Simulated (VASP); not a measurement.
# TiTe2 (P-3m1) in VASP: notebook, part 2 of 3

VASP 6.6.1. The steps go on from the part before.

**7. Equation of state, PBE, 27.30 Å³/atom (volume scaled by 1.02)**

INCAR reads:

```
SYSTEM = TiTe2
ALGO     = Normal         ! electronic algorithm
EDIFF    = 1E-7           ! SCF threshold, eV
ENCUT    = 520            ! plane-wave cutoff, eV
GGA      = PE             ! functional
ISIF     = 2              ! what is computed and relaxed
ISMEAR   = -1             ! smearing method
LASPH    = .TRUE.         ! aspherical terms in the spheres
LCHARG   = .FALSE.        ! write CHGCAR
LREAL    = .FALSE.        ! projectors in reciprocal space
LWAVE    = .FALSE.        ! write WAVECAR
NBANDS   = 19             ! bands
NELM     = 60             ! most SCF steps
PREC     = Accurate       ! precision mode
SIGMA    = 0.05           ! smearing width, eV
```

KPOINTS reads:

```
k-points
0
G
  8 8 4
  0 0 0
```

POSCAR reads:

```
TiTe2
1.0
    3.8020139740      0.0000000000      0.0000000000
   -1.9010069870      3.2926406870      0.0000000000
    0.0000000000      0.0000000000      6.5410343667
Te Ti
2 1
Direct
    0.3333333333      0.6666666667      0.7372000000
    0.6666666667      0.3333333333      0.2628000000
    0.0000000000      0.0000000000      0.0000000000
```

The run is started by

```
cat potpaw_PBE.64/Te/POTCAR potpaw_PBE.64/Ti_sv/POTCAR > POTCAR
mpirun -np 1 vasp_std > vasp.out
```

Wall time 51 s (1 thread of Intel Xeon Platinum 8488C (Sapphire Rapids), shared host); peak memory 0.21 GiB.

Results (log left out):

| Property | Result |
| --- | --- |
| Free energy | -16.2182 eV |
| Pressure | -0.3 GPa |
| Largest force | 0.143 eV/Å |
| Band gap on the k mesh | none (metal or under the smearing width) |

Caveat: this functional lacks dispersion, which binds the layers, so the pressure and a relaxed spacing across them are unreliable.

**8. Equation of state, PBE, 27.83 Å³/atom (volume scaled by 1.04)**

INCAR reads:

```
SYSTEM = TiTe2
ALGO = Normal
EDIFF = 1E-7
ENCUT = 520
GGA = PE
ISIF = 2
ISMEAR = -1
LASPH = .True.
LCHARG = .False.
LREAL = .False.
LWAVE = .False.
NBANDS = 19
NELM = 60
PREC = Accurate
SIGMA = 0.05
```

KPOINTS reads:

```
k-points
0
Gamma
  8 8 4
  0 0 0
```

POSCAR reads:

```
TiTe2
1.0
    3.8267030682      0.0000000000      0.0000000000
   -1.9133515341      3.3140220698      0.0000000000
    0.0000000000      0.0000000000      6.5835098060
Te Ti
2 1
Direct
    0.3333333333      0.6666666667      0.7372000000
    0.6666666667      0.3333333333      0.2628000000
    0.0000000000      0.0000000000      0.0000000000
```

The run is started by

```
cat potpaw_PBE.64/Te/POTCAR potpaw_PBE.64/Ti_sv/POTCAR > POTCAR
mpirun -np 1 vasp_std > vasp.out
```

It took 47 s on 1 thread of Intel Xeon Platinum 8488C (Sapphire Rapids), shared host; peak memory 0.22 GiB.

The run converged. Its results:

```
Free energy            : -16.2092 eV
Pressure               : -1.5 GPa
Largest force          : 0.296 eV/Å
Band gap on the k mesh : none (metal or under the smearing width)
```

Caveat: this functional lacks dispersion, which binds the layers, so the pressure and a relaxed spacing across them are unreliable.

**9. Equation of state, PBE, 28.37 Å³/atom (volume scaled by 1.06)**

INCAR reads:

```
  ALGO = Normal
  EDIFF = 1E-7
  ENCUT = 520
  GGA = PE
  ISIF = 2
  ISMEAR = -1
  LASPH = True
  LCHARG = False
  LREAL = False
  LWAVE = False
  NBANDS = 19
  NELM = 80
  PREC = Accurate
  SIGMA = 0.05
```

KPOINTS reads:

```
k-points
0
Gamma
  8 8 4
```

POSCAR reads:

```
TiTe2
1.0
    3.8510776303      0.0000000000      0.0000000000
   -1.9255388151      3.3351310598      0.0000000000
    0.0000000000      0.0000000000      6.6254441201
Te Ti
2 1
Direct
    0.3333333333      0.6666666667      0.7372000000
    0.6666666667      0.3333333333      0.2628000000
    0.0000000000      0.0000000000      0.0000000000
```

Potentials or basis: VASP PAW PBE potentials, release 64 (Te, Ti_sv).

The run is started by

```
cat potpaw_PBE.64/Te/POTCAR potpaw_PBE.64/Ti_sv/POTCAR > POTCAR
mpirun -np 1 vasp_std > vasp.out
```

Wall time 71 s (1 thread of Intel Xeon Platinum 8488C (Sapphire Rapids), shared host); peak memory 0.23 GiB.

Results (log left out):

```
Free energy            : -16.1894 eV
Pressure               : -2.5 GPa
Largest force          : 0.440 eV/Å
Band gap on the k mesh : none (metal or under the smearing width)
```

Caveat: this functional lacks dispersion, which binds the layers, so the pressure and a relaxed spacing across them are unreliable.

**10. Equation of state, PBE**

No new run: the results of the series are fitted here.

Results:

```yaml
Equilibrium_volume: 27.15 Å³/atom
Bulk_modulus_at_fixed_shape_and_positions: 62 GPa
Pressure_derivative_of_the_bulk_modulus: 4.1
```

Energy against volume, from the lowest point:
```
volume (Å³/atom)  energy (meV/atom)
          25.154              31.92
          25.689              16.40
          26.225               6.25
          26.760               0.94
          27.295               0.00
          27.830               3.02
          28.365               9.60
```

Caveat: the cell was scaled at fixed shape and fractional positions, which overstates the stiffness of a crystal with free parameters, most of all of layers and chains; this functional lacks dispersion, which binds the layers, so the pressure and a relaxed spacing across them are unreliable.

**11. Single point, PBEsol**

INCAR reads:

```
SYSTEM = TiTe2
PREC = Accurate
ENCUT = 520
EDIFF = 1E-7
ISMEAR = -1
SIGMA = 0.05
LREAL = .FALSE.
LASPH = .TRUE.
NELM = 80
ALGO = Normal
ISIF = 2
LWAVE = .FALSE.
LCHARG = .TRUE.
GGA = PS
LELF = .TRUE.
LVHAR = .TRUE.
NBANDS = 19
```

KPOINTS reads:

```
Automatic mesh
0
G
  8 8 4
  0 0 0
```

POSCAR reads:

```
TiTe2
1.0
    3.7770000000      0.0000000000      0.0000000000
   -1.8885000000      3.2709779501      0.0000000000
    0.0000000000      0.0000000000      6.4980000000
Te Ti
2 1
Direct
    0.3333333333      0.6666666667      0.7372000000
    0.6666666667      0.3333333333      0.2628000000
    0.0000000000      0.0000000000      0.0000000000
```

Potentials or basis: VASP PAW PBE potentials, release 64 (Te, Ti_sv).

The run is started by

```
cat potpaw_PBE.64/Te/POTCAR potpaw_PBE.64/Ti_sv/POTCAR > POTCAR
mpirun -np 1 vasp_std > vasp.out
```

OUTCAR:

```text
SYSTEM = TiTe2
   PREC = Accurate
   ENCUT = 520
   EDIFF = 1E-7
   ISMEAR = -1
   LREAL = .FALSE.
   LASPH = .TRUE.
   NELM = 80
   ISIF = 2
   GGA = PS

 ion  position               nearest neighbor table
   1  0.333  0.667  0.737-   3 2.77   3 2.77   3 2.77
   2  0.667  0.333  0.263-   3 2.77   3 2.77   3 2.77
   3  0.000  0.000  0.000-   1 2.77   2 2.77   2 2.77   1 2.77   2 2.77   1 2.77

  LATTYP: Found a hexagonal cell.
 ALAT       =     3.7770000000
 C/A-ratio  =     1.7204130262

  Lattice vectors:

 A1 = (   3.7770000000,   0.0000000000,   0.0000000000)
 A2 = (  -1.8885000000,   3.2709779501,   0.0000000000)
 A3 = (   0.0000000000,   0.0000000000,   6.4980000000)

Analysis of symmetry for initial positions (statically):
=====================================================================
 Subroutine PRICEL returns:
 Original cell was already a primitive cell.

 Routine SETGRP: Setting up the symmetry group for a
 hexagonal supercell.

 Subroutine GETGRP returns: Found 12 space group operations
 (whereof 12 operations were pure point group operations)
 out of a pool of 24 trial point group operations.

The static configuration has the point symmetry D_3d.

Analysis of symmetry for dynamics (positions and initial velocities):
=====================================================================
 Subroutine PRICEL returns:
 Original cell was already a primitive cell.

 Routine SETGRP: Setting up the symmetry group for a
 hexagonal supercell.

 Subroutine GETGRP returns: Found 12 space group operations
 (whereof 12 operations were pure point group operations)
 out of a pool of 24 trial point group operations.

The dynamic configuration has the point symmetry D_3d.

 Subroutine INISYM returns: Found 12 space group operations
 (whereof 12 operations are pure point group operations),
 and found     1 'primitive' translations

----------------------------------------------------------------------------------------

                                     Primitive cell

  volume of cell :      80.2794

  direct lattice vectors                    reciprocal lattice vectors
     3.777000000  0.000000000  0.000000000     0.264760392  0.152859484  0.000000000
    -1.888500000  3.270977950  0.000000000     0.000000000  0.305718967  0.000000000
     0.000000000  0.000000000  6.498000000     0.000000000  0.000000000  0.153893506

  length of vectors
     3.777000000  3.777000000  6.498000000     0.305718967  0.305718967  0.153893506

  position of ions in fractional coordinates (direct lattice)
     0.333333333  0.666666667  0.737200000
     0.666666667  0.333333333  0.262800000
     0.000000000  0.000000000  0.000000000

  ion indices of the primitive-cell ions
   primitive index   ion index
                 1           1
                 2           2
                 3           3

----------------------------------------------------------------------------------------

 KPOINTS: Automatic mesh

Automatic generation of k-mesh.
 Grid dimensions read from file:
 generate k-points for:    8    8    4

 Generating k-lattice:

  Cartesian coordinates                     Fractional coordinates (reciprocal lattice)
     0.033095049  0.019107435  0.000000000     0.125000000 -0.000000000  0.000000000
     0.000000000  0.038214871  0.000000000     0.000000000  0.125000000  0.000000000
     0.000000000  0.000000000  0.038473376     0.000000000  0.000000000  0.250000000

  Length of vectors
     0.038214871  0.038214871  0.038473376

  Shift w.r.t. Gamma in fractional coordinates (k-lattice)
     0.000000000  0.000000000  0.000000000

 Subroutine IBZKPT returns following result:
 ===========================================

 Found     35 irreducible k-points:

 Following reciprocal coordinates:
            Coordinates               Weight
  0.000000  0.000000  0.000000      1.000000
  0.125000  0.000000  0.000000      6.000000
  0.250000  0.000000  0.000000      6.000000
  0.375000  0.000000  0.000000      6.000000
  0.500000  0.000000  0.000000      3.000000
  0.125000  0.125000  0.000000      6.000000
[... 16 lines left out ...]
 -0.125000  0.500000  0.250000     12.000000
  0.250000  0.250000  0.250000     12.000000
 [... further k-points ...]
   k-points           NKPTS =     35   k-points in BZ     NKDIM =     35   number of bands    NBANDS=     19
   number of dos      NEDOS =    301   number of ions     NIONS =      3
   total plane-waves  NPLWV =  37632
   dimension x,y,z NGX =    28 NGY =   28 NGZ =   48
   dimension x,y,z NGXF=    56 NGYF=   56 NGZF=   96
   ions per type =               2   1
   NGX,Y,Z   is equivalent  to a cutoff of  12.32, 12.32, 12.28 a.u.
   NGXF,Y,Z  is equivalent  to a cutoff of  24.65, 24.65, 24.56 a.u.
 SYSTEM =  TiTe2
   PREC   = accura    normal or accurate (medium, high low for compatibility)
   ISTART =      0    job   : 0-new  1-cont  2-samecut
   ICHARG =      2    charge: 1-file 2-atom 10-const
   ISPIN  =      1    spin polarized calculation?
   LNONCOLLINEAR =      F non collinear calculations
   LSORBIT =      F    spin-orbit coupling
   LASPH  =      T    aspherical Exc in radial PAW
   ENCUT  =  520.0 eV  38.22 Ry    6.18 a.u.   7.02  7.02 12.08*2*pi/ulx,y,z
   NELM   =     80;   NELMIN=  2; NELMDL= -5     # of ELM steps
   EDIFF  = 0.1E-06   stopping-criterion for ELM
   LREAL  =      F    real-space projection
[... 7 lines left out ...]
   TEBEG  =    0.0;   TEEND  =   0.0 temperature during run
   PSTRESS=    0.0 pullay stress
   NELECT =      24.0000    total number of electrons
   NUPDOWN=      -1.0000    fix difference up-down
   EMIN   =  10.00;   EMAX   =-10.00  energy-range for DOS
   EFERMI =   0.00;   METHOD = LEGACY
   ISMEAR =    -1;   SIGMA  =   0.05  broadening in eV -4-tet -1-fermi 0-gaus
   EFERMI_NEDOS =   21; number of points for ismear=-14 and -15
   IALGO  =     38    algorithm
   IMIX   =      4    mixing-type and parameters
     AMIX     =   0.40;   BMIX     =  1.00
     AMIX_MAG =   1.60;   BMIX_MAG =  1.00
  volume/ion in A,a.u.               =      26.76       180.58
  Fermi-wavevector in a.u.,A,eV,Ry     =   1.094655  2.068597 16.303438  1.198269
  Thomas-Fermi vector in A             =   2.230964
   LORBIT       =      0    0 simple, 1 ext, 2 COOP (PROOUT), +10 PAW based schemes
   GGA     = PS    functional components
   LHFCALC =     F    Hartree Fock is set to
   AEXX    =    0.0000 exact exchange contribution
   IVDW    =     0    specifies the selected vdW correction
   LEPSILON=     F    determine dielectric tensor
   LRPA    =     F    only Hartree local field effects (RPA)
 non-spin polarized calculation
  energy-cutoff  :      520.00
  volume of cell :       80.28
 maximum number of plane-waves:      2176
   NGX = 13   NGY = 13   NGZ = 25

 number of electron      23.9999998 magnetization

 Free energy of the ion-electron system (eV)
  ---------------------------------------------------
  ext. energy  EPLUGINS =         0.00000000
  ---------------------------------------------------
  free energy    TOTEN  =       -17.52312002 eV

  energy without entropy =      -17.51138386  energy(sigma->0) =      -17.51725194

 E-fermi :   6.6623     XC(G=0): -10.0049

 val. band max:        6.6503002142   @ k =   0.1250   0.0000   0.2500
 cond. band min:       6.6891014946   @ k =   0.5000   0.0000   0.0000
 fundamental gap:      0.0388012805
 Fermi energy:         6.6623245938

 k-point     1 :       0.0000    0.0000    0.0000
  band No.  band energies     occupation
      1     -50.5595      2.00000
      2     -26.9158      2.00000
      3     -26.9158      2.00000
      4     -26.8819      2.00000
      5      -5.7357      2.00000
      6      -4.2269      2.00000
[... 11 lines left out ...]
     18      11.7251      0.00000
     19      12.5030      0.00000

 k-point     2 :       0.1250    0.0000    0.0000
  band No.  band energies     occupation
      1     -50.5591      2.00000
      2     -26.9221      2.00000
      3     -26.9173      2.00000
      4     -26.8804      2.00000
      5      -5.5637      2.00000
      6      -4.1394      2.00000
[... 476 lines left out ...]
 k-point    24 :       0.2500    0.2500    0.2500
  band No.  band energies     occupation
      1     -50.5565      2.00000
      2     -26.9503      2.00000
      3     -26.9339      2.00000
      4     -26.8720      2.00000
      5      -4.0588      2.00000
      6      -3.7078      2.00000
[... 11 lines left out ...]
     18      11.8911      0.00000
     19      12.6716      0.00000

 [... further k-points ...]
[... 5 lines left out ...]
  --------------------------------------------------------------------------------------
  -------------------------------------------------------------------------------------
  Total       -1.2189490     -1.2189490     -0.9157095      0.0000000     -0.0000000     -0.0000000
  in kB      -24.3271818    -24.3271818    -18.2752788      0.0000000     -0.0000000     -0.0000000
  external PRESSURE =     -22.3098808 kB  Pullay stress =       0.0000000 kB

 VOLUME and BASIS-vectors are now :
 -----------------------------------------------------------------------------
  energy-cutoff  :      520.00
  volume of cell :       80.28
      direct lattice vectors                 reciprocal lattice vectors
     3.777000000  0.000000000  0.000000000     0.264760392  0.152859484  0.000000000
    -1.888500000  3.270977950  0.000000000     0.000000000  0.305718967  0.000000000
     0.000000000  0.000000000  6.498000000     0.000000000  0.000000000  0.153893506

 POSITION                                       TOTAL-FORCE (eV/Angst)
 -----------------------------------------------------------------------------------
     -0.00000      2.18065      4.79033        -0.000000     -0.000000      0.109580
      1.88850      1.09033      1.70767         0.000000      0.000000     -0.109580
      0.00000      0.00000      0.00000         0.000000      0.000000      0.000000
 -----------------------------------------------------------------------------------
    total drift:                                0.000000     -0.000000     -0.000000

  FREE ENERGIE OF THE ION-ELECTRON SYSTEM (eV)
  ---------------------------------------------------
  free  energy   TOTEN  =       -17.5231200192 eV

  energy  without entropy=      -17.5113838585  energy(sigma->0) =      -17.51725194
```

stdout:

```text
POSCAR found type information on POSCAR TeTi
 POSCAR found :  2 types and       3 ions
 scaLAPACK will be used
 -----------------------------------------------------------------------------
|                                                                             |
|                                                                             |
|     You enforced a specific xc type in the INCAR file but a different       |
|     I HOPE YOU KNOW WHAT YOU ARE DOING!                                     |
|                                                                             |
 -----------------------------------------------------------------------------

 LDA part: xc-table for (Slater+PW92), standard interpolation
 POSCAR, INCAR and KPOINTS ok, starting setup
 FFT: planning ... GRIDC
 FFT: planning ... GRID_SOFT
 FFT: planning ... GRID
 WAVECAR not read
 entering main loop
```

Run time: 53 s. Hardware: 1 thread of Intel Xeon Platinum 8259CL at 2.50GHz (Skylake/Cascade Lake), shared host; peak memory 0.21 GiB.

What came out:

```yaml
Free_energy: -17.5231 eV
Pressure: -2.2 GPa
Largest_force: 0.110 eV/Å
Band_gap_on_the_k_mesh: none (metal or under the smearing width)
```

Forces in eV/Å, atoms in the order of the input:
```
Te   0.000  0.000  0.110
Te   0.000  0.000 -0.110
Ti   0.000  0.000  0.000
```

Stress tensor (GPa, compression positive):
```
-2.43  0.00  0.00
 0.00 -2.43  0.00
 0.00  0.00 -1.83
```

Levels at points of the mesh, in eV from the Fermi level:
```tsv
k point	band 10	band 11	band 12	band 13	band 14	band 15
(0.00, 0.00, 0.00)	0.34	0.41	0.41	0.61	1.11	1.11
(0.50, 0.00, 0.00)	-2.38	-1.72	-1.11	0.03	1.16	1.48
(0.00, 0.00, 0.50)	-1.58	0.40	0.40	0.79	0.79	1.03
(0.50, 0.00, 0.50)	-2.00	-0.95	-0.58	-0.27	1.16	1.46
```

Caveat: the PAW data sets were made with another functional, which shifts forces and pressure a little; this functional lacks dispersion, which binds the layers, so the pressure and a relaxed spacing across them are unreliable. The run has no spin-orbit coupling, so splittings on Te are missing.

**12. Equation of state, PBEsol, 25.15 Å³/atom (volume scaled by 0.94)**

INCAR, as its differences from that of step 11:

```diff
@@ -12,6 +12,4 @@
 LWAVE = .FALSE.
-LCHARG = .TRUE.
+LCHARG = .FALSE.
 GGA = PS
-LELF = .TRUE.
-LVHAR = .TRUE.
 NBANDS = 19
```

KPOINTS is that of step 11.

POSCAR reads:

```
TiTe2
1.0
    3.6998967326      0.0000000000      0.0000000000
   -1.8499483663      3.2042045618      0.0000000000
    0.0000000000      0.0000000000      6.3653505344
Te Ti
2 1
Direct
    0.3333333333      0.6666666667      0.7372000000
    0.6666666667      0.3333333333      0.2628000000
    0.0000000000      0.0000000000      0.0000000000
```

Potentials or basis: VASP PAW PBE potentials, release 64 (Te, Ti_sv).

The run is started by

```
cat potpaw_PBE.64/Te/POTCAR potpaw_PBE.64/Ti_sv/POTCAR > POTCAR
mpirun -np 1 vasp_std > vasp.out
```

Run time: 50 s. Hardware: 1 thread of Intel Xeon Platinum 8259CL at 2.50GHz (Skylake/Cascade Lake), shared host; peak memory 0.21 GiB.

Results (log left out):

```
Free energy            : -17.5293 eV
Pressure               : 2.0 GPa
Largest force          : 0.442 eV/Å
Band gap on the k mesh : none (metal or under the smearing width)
```

Caveat: the PAW data sets were made with another functional, which shifts forces and pressure a little; this functional lacks dispersion, which binds the layers, so the pressure and a relaxed spacing across them are unreliable.

**13. Equation of state, PBEsol, 25.69 Å³/atom (volume scaled by 0.96)**

INCAR is that of step 12.

KPOINTS is that of step 12.

POSCAR reads:

```
TiTe2
1.0
    3.7259532019      0.0000000000      0.0000000000
   -1.8629766009      3.2267701262      0.0000000000
    0.0000000000      0.0000000000      6.4101784236
Te Ti
2 1
Direct
    0.3333333333      0.6666666667      0.7372000000
    0.6666666667      0.3333333333      0.2628000000
    0.0000000000      0.0000000000      0.0000000000
```

The run is started by

```
cat potpaw_PBE.64/Te/POTCAR potpaw_PBE.64/Ti_sv/POTCAR > POTCAR
mpirun -np 1 vasp_std > vasp.out
```

Wall time 59 s (1 thread of Intel Xeon Platinum 8259CL at 2.50GHz (Skylake/Cascade Lake), shared host); peak memory 0.21 GiB.

It converged, with:

```
Free energy            : -17.5416 eV
Pressure               : 0.4 GPa
Largest force          : 0.246 eV/Å
Band gap on the k mesh : none (metal or under the smearing width)
```

Caveat: the PAW data sets were made with another functional, which shifts forces and pressure a little; this functional lacks dispersion, which binds the layers, so the pressure and a relaxed spacing across them are unreliable.

(Continued in part 3 of 3.)
